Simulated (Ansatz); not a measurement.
EuO:

```
Eu O
1.0
     0.00000    2.57195    2.57195
     2.57195    0.00000    2.57195
     2.57195    2.57195    0.00000
Eu O
1 1
Direct
  0.00000 0.00000 0.00000
  0.50000 0.50000 0.50000
```

- Program: Ansatz 0.2.0
- Task: relaxation of cell and atoms
- Functional: HSEsol
- Potentials or basis: Ansatz PAW
- Cutoff: 420 eV (not typed: the program's choice for these potentials)
- k mesh: 5 × 5 × 5
- Occupations: fermi-dirac, width 0.05 eV
- Spin: collinear spin, ferromagnetic start
- Starting moments: [7.0, 0.0] μB

At the start: volume 17.01 Å³/atom.

**Question.** Where does the relaxation end?

**Answer.** It ends after 6 steps and the volume is 16.18 Å³/atom (-4.9 %); space group Fm-3m (No. 225, to 0.05 Å); moment 7.00 μB per cell.

Step by step:
| step | energy change (eV) | largest force (eV/Å) | volume (Å³) |
| --- | --- | --- | --- |
| 1 | 0.0000 | 0.0000 | 34.03 |
| 2 | -0.0278 | 0.0000 | 32.51 |
| 3 | -0.0281 | 0.0000 | 32.40 |
| 4 | -0.0247 | 0.0000 | 32.40 |
| 5 | -0.0248 | 0.0000 | 32.36 |
| 6 | -0.0247 | 0.0000 | 32.36 |

Final structure:
```yaml
crystal:
  lattice:
    - [0.00000, 2.52924, 2.52924]
    - [2.52924, 0.00000, 2.52924]
    - [2.52924, 2.52924, 0.00000]
  atoms:
    - { symbol: Eu, position: [0.00000, 0.00000, 0.00000] }
    - { symbol: O, position: [0.50000, 0.50000, 0.50000] }
```

Caveat: the k mesh is coarse (spacing up to 0.42 Å⁻¹), so the values aren't converged, least of all with exact exchange; the magnetic or orbital state may not be the lowest; the plane-wave basis is chosen anew once the cell has moved, so the energies of steps on either side of that aren't comparable; the pressure holds a Pulay correction of +0.4 GPa for the finite cutoff; a cell with one magnetic atom can't hold antiferromagnetic order, which such compounds often take; the PAW data sets come from PBE, with cores solved anew for the run's functional, which leaves a small shift of forces and pressure.
